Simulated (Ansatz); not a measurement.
**GaAs: response to strain**

Aim: deform GaAs (zz strain of -1 %) and compute stress, forces and field gradients with LAPW, PAW and all-electron datasets made for the crystal.

Computed with Ansatz 0.2.0 (DFT PBE, scalar-relativistic, unless a step's input says otherwise).

**1. The structure to begin with**

Symmetry: F-43m, No. 216, cubic system. Conventional cell: a = 5.654 Å, b = 5.654 Å, c = 5.654 Å, α = 90.00°, β = 90.00°, γ = 90.00°. Around Ga (site symmetry -43m) lie 4 As at 2.45 Å. Around As (site symmetry -43m) lie 4 Ga at 2.45 Å.

As a file:

```
Ga As
1.0
     0.00000    2.82685    2.82685
     2.82685    0.00000    2.82685
     2.82685    2.82685    0.00000
Ga As
1 1
Direct
  0.00000 0.00000 0.00000
  0.75000 0.75000 0.75000
```

Atoms are numbered in the order of the input: Ga1, As2.

**2. The deformed structure**

Space group F-43m before, I-4m2 after.

**3. Full-potential LAPW**

input.yaml

```yaml
crystal:
  lattice:
    - [0.0, 2.82685, 2.7985815]
    - [2.82685, 0.0, 2.7985815]
    - [2.82685, 2.82685, 0.0]
  atoms:
    - { symbol: Ga, position: [0.0, 0.0, 0.0] }
    - { symbol: As, position: [0.75, 0.75, 0.75] }
kpoints:
  mp_grid: { grid: [11, 11, 11] }
  band_path:
    path:
      - [0.0, 0.0, 0.0]
      - [0.0, 0.5, 0.5]
      - [0.25, 0.75, 0.5]
      - [0.0, 0.5, 0.0]
      - [0.0, 0.0, 0.0]
      - [0.5, 0.5, 0.0]
      - [0.3775380063, 0.6224619937, 0.0]
      - [-0.3775380063, 0.3775380063, 0.0]
      - [0.0, 0.0, 0.0]
    npoints: 5
scf:
  occupations: { method: fermi_dirac, width: 0.05 }
hamiltonian:
  xc: pbe
  pseudopotentials: { kind: all_electron, lapw: { basis_error: 0.0005 } }
output:
  forces: true
  stress: true
  eigenvalues: true
```

Started as:

```bash
ansatz run input.yaml --threads 1 --pin off --max-ram 3072MiB --backend cpu --events-out ev --progress --plain --runs-dir out
```

Standard output (excerpt; [...] marks lines left out):

```text
LAPW: plane waves up to 9.504 Å⁻¹, error target 5.0e-4 eV per atom; small_component_spin mean_spin; Ga in spheres of 1.229 Å, 21 of its electrons in bands, Dirac shells []; As in spheres of 1.211 Å, 23 of its electrons in bands, Dirac shells []
[...]
Pseudopotentials: kind: all_electron
Pseudopotential: Ga, LAPW, valence charge 21, Koelling and Harmon's equation, gaussian nucleus
Pseudopotential: As, LAPW, valence charge 23, Koelling and Harmon's equation, gaussian nucleus
Functional definition: PBE
[...]
Crystal: 2 atoms, lattice volume = 44.727 Å³
Basis set: ecut = 344.1723990393342 eV, 637 PW (Γ), exchange–correlation at level 2
Bands: 27, of which v1, the nominal top of the filled ones, is band 22 counted from 1 (21 counted from 0)
Symmetry: 8 space group operations
Space group: I-4m2 (ITA 119), of the structure as read, at distance tolerance 3.5e-5 Å
k-points: 126 of 1331 (time reversal used)
[...]
SCF iter   1: F=—  HF=-114424.603705 eV  |F-HF|=—  |Δ(HF+E_count)|=         —  Δρ=3.09e-2  dr2=5.80e-1  ethr=1.32e-3  ⟨swp⟩=2.0  Hψ=20944  notcnv=0
[...]
the basis was enlarged: its passes take 264.1 KiB over the memory plan, 1 of 1 planned eigensolver slots
[...]
SCF iter   7: F=-114424.444523 eV  HF=-114424.444522 eV  |F-HF|=1.68e-7  |Δ(HF+E_count)|=   5.15e-6  Δρ=1.38e-5  dr2=7.19e-8  ethr=5.24e-9  ⟨swp⟩=3.0  Hψ=9956  notcnv=0
[...]
NSCF: frozen V_eff on 41 k-points
SCF converged after 7 iterations
Free energy (F): -114424.444523 eV
[...]
E sigma→0 (E₀):  -114424.444519 eV
Entropy (-TS):   -0.000007 eV (-0.003 meV/atom)
Fermi energy:    9.841407 eV
[...]
--- Forces (eV/Å), atoms counted from 1 ---
  atom   1  Ga    -0.00000000    -0.00000000     0.00000000
  atom   2  As     0.00000000     0.00000000     0.00000000
[...]
--- Stress (GPa, compression-positive) ---
        3.876589      -0.000000      -0.000000
       -0.000000       3.876589      -0.000000
       -0.000000      -0.000000       4.456850
  P = ⅓ Tr σ = 4.0700 GPa (40.700 kbar)
--- Band table (eV; the first three rows and the last of 126) ---
[...]
```

It took 34 s on 1 thread of Intel Xeon 6975P-C (Granite Rapids), shared host; peak memory 0.62 GiB.

Result: pressure 4.07 GPa; gap 0.56 eV, direct at Γ.

**4. Frozen-core PAW**

input.yaml

```yaml
crystal:
  lattice:
    - [0.0, 2.82685, 2.7985815]
    - [2.82685, 0.0, 2.7985815]
    - [2.82685, 2.82685, 0.0]
  atoms:
    - { symbol: Ga, position: [0.0, 0.0, 0.0] }
    - { symbol: As, position: [0.75, 0.75, 0.75] }
kpoints:
  mp_grid: { grid: [11, 11, 11] }
scf:
  occupations: { method: fermi_dirac, width: 0.05 }
hamiltonian:
  xc: pbe
  pseudopotentials: { kind: paw }
output:
  forces: true
  stress: true
  eigenvalues: true
  efg: { contact_densities: true }
```

Started as:

```bash
ansatz run input.yaml --threads 1 --pin off --max-ram 3072MiB --backend cpu --events-out ev --progress --plain --runs-dir out
```

Standard output (excerpt; [...] marks lines left out):

```text
[...]
Pseudopotentials: kind: paw
Pseudopotential: Ga, paw, valence charge 13, recommended cutoff 420 eV (normal)
Pseudopotential: As, paw, valence charge 15, recommended cutoff 420 eV (normal)
[... 1 set-up line as earlier in the session ...]
[...]
Crystal: 2 atoms, lattice volume = 44.727 Å³
Basis set: ecut = 420 eV, 893 PW (Γ), exchange–correlation on 54×54×54 points (8 copies of the dense FFT grid, shifted against one another)
Bands: 18, of which v1, the nominal top of the filled ones, is band 14 counted from 1 (13 counted from 0)
[... 2 set-up lines as earlier in the session ...]
k-points: 126 of 1331 (time reversal used)
[...]
SCF iter   1: F=—  HF=-8639.828641 eV  |F-HF|=—  |Δ(HF+E_count)|=         —  Δρ=1.83e-3  dr2=2.55e-3  ethr=1.77e-3  ⟨swp⟩=5.8  Hψ=10969  notcnv=0
[...]
  atom   1  Ga     0.00000000    -0.00000000     0.00000000
  atom   2  As    -0.00000000     0.00000000     0.00000000
[...]
--- Stress (GPa, compression-positive) ---
        3.876050      -0.000000      -0.000000
        0.000000       3.876050      -0.000000
       -0.000000      -0.000000       4.456145
  P = ⅓ Tr σ = 4.0694 GPa (40.694 kbar)
--- PAW observables at the nuclei: V_zz in 10²¹ V/m², potentials from the cell's mean, atoms counted from 1 ---
  atom   1  Ga V_zz =    +0.184395   η = 0.0000   by run symmetry: allowed
            electrostatic potential = -4130.920145 V   contact ρ = 187418.809919 e/Å³
  atom   2  As V_zz =    -0.246435   η = 0.0000   by run symmetry: allowed
            electrostatic potential = -4514.686680 V   contact ρ = 235492.679904 e/Å³
--- Band table (eV; the first three rows and the last of 126) ---
  k-point 0: bands = ["-26.8295", "-26.8285", "-26.8285", "-26.8193", "-26.8181", "-6.4790", "-6.4790", "-6.4764", "-6.3974", "-6.3959", "-4.4803", "8.3006", "8.3006", "8.3577", "8.9108", "12.0457", "12.0726", "12.0726"]
[...]
```

Wall time 5.1 s (1 thread of Intel Xeon 6975P-C (Granite Rapids), shared host); peak memory 0.48 GiB.

Result: pressure 4.07 GPa; gap on the k mesh 0.55 eV (an odd mesh misses the zone boundary); Vzz Ga1 0.18 (η = 0.00), As2 -0.25 (η = 0.00) (10²¹ V/m²).

**5. All-electron PAW on datasets made for the crystal**

Edit input.yaml of step 4 so:

```diff
@@ -14,3 +14,3 @@
   xc: pbe
-  pseudopotentials: { kind: paw }
+  pseudopotentials: { kind: all_electron, datasets: crystal }
 output:
```

Started as:

```bash
ansatz run input.yaml --threads 1 --pin off --max-ram 3072MiB --backend cpu --events-out ev --progress --plain --runs-dir out
```

Standard output (excerpt; [...] marks lines left out):

```text
[...]
[... 1 set-up line as earlier in the session ...]
Pseudopotential: Ga, paw, valence charge 13, recommended cutoff 220 eV (normal), Koelling and Harmon's equation, gaussian nucleus
Pseudopotential: As, paw, valence charge 15, recommended cutoff 220 eV (normal), Koelling and Harmon's equation, gaussian nucleus
[... 1 set-up line as earlier in the session ...]
[...]
Crystal: 2 atoms, lattice volume = 44.727 Å³
Basis set: ecut = 220 eV, 331 PW (Γ), exchange–correlation on 48×48×48 points (8 copies of the dense FFT grid, shifted against one another)
Bands: 13, of which v1, the nominal top of the filled ones, is band 9 counted from 1 (8 counted from 0)
[... 2 set-up lines as earlier in the session ...]
k-points: 126 of 1331 (time reversal used)
[...]
  atom   1  Ga     0.00000000    -0.00000000     0.00000000
  atom   2  As    -0.00000000    -0.00000000    -0.00000000
[...]
--- Stress (GPa, compression-positive) ---
        3.877775      -0.000000      -0.000000
       -0.000000       3.877775      -0.000000
       -0.000000      -0.000000       4.458180
  P = ⅓ Tr σ = 4.0712 GPa (40.712 kbar)
  It holds what live shells' own plane waves past their cutoff add
--- PAW observables at the nuclei: V_zz in 10²¹ V/m², potentials from the cell's mean, atoms counted from 1 ---
  atom   1  Ga V_zz =    +0.190447   η = 0.0000   by run symmetry: allowed
            electrostatic potential = -4130.883339 V   contact ρ = 187488.510472 e/Å³
  atom   2  As V_zz =    -0.251541   η = 0.0000   by run symmetry: allowed
            electrostatic potential = -4514.613201 V   contact ρ = 235564.001503 e/Å³
--- Band table (eV; the first three rows and the last of 126) ---
  k-point 0: bands = ["-5.2923", "-5.2923", "-5.2900", "-5.2113", "-5.2100", "-3.2977", "9.4817", "9.4817", "9.5389", "10.0974", "13.2285"]
[...]
```

Wall time 10 s (1 thread of Intel Xeon 6975P-C (Granite Rapids), shared host); peak memory 0.66 GiB.

In short: pressure 4.07 GPa; gap on the k mesh 0.56 eV (an odd mesh misses the zone boundary); Vzz Ga1 0.19 (η = 0.00), As2 -0.25 (η = 0.00) (10²¹ V/m²).

**6. Side by side**

Stress (GPa, compression positive):

| method | xx | yy | zz | yz | xz | xy |
| --- | --- | --- | --- | --- | --- | --- |
| LAPW | 3.88 | 3.88 | 4.46 | 0.00 | 0.00 | 0.00 |
| PAW | 3.88 | 3.88 | 4.46 | 0.00 | 0.00 | 0.00 |
| crystal datasets | 3.88 | 3.88 | 4.46 | 0.00 | 0.00 | 0.00 |

| method | pressure (GPa) | gap on the k mesh (eV) | Vzz Ga1 (10²¹ V/m²) | Vzz As2 (10²¹ V/m²) | SCF cycles, all passes |
| --- | --- | --- | --- | --- | --- |
| LAPW | 4.07 | 0.56 | – | – | 7 |
| PAW | 4.07 | 0.55 | 0.18 | -0.25 | 6 |
| crystal datasets | 4.07 | 0.56 | 0.19 | -0.25 | 8 |

**7. Outcome**

| quantity | value |
| --- | --- |
| pressure | LAPW 4.07, PAW 4.07, crystal datasets 4.07 GPa |
| largest shear or deviatoric stress (LAPW) | 0.39 GPa |

In words: The largest part of the stress beyond the pressure is 0.39 GPa in size, in the zz component; the atoms are carried along and not relaxed. No run of the undeformed cell stands beside it, so the pressure holds what the given cell had before the change. PAW: stress within 0.01 GPa of LAPW. Crystal datasets: stress within 0.01 GPa of LAPW.
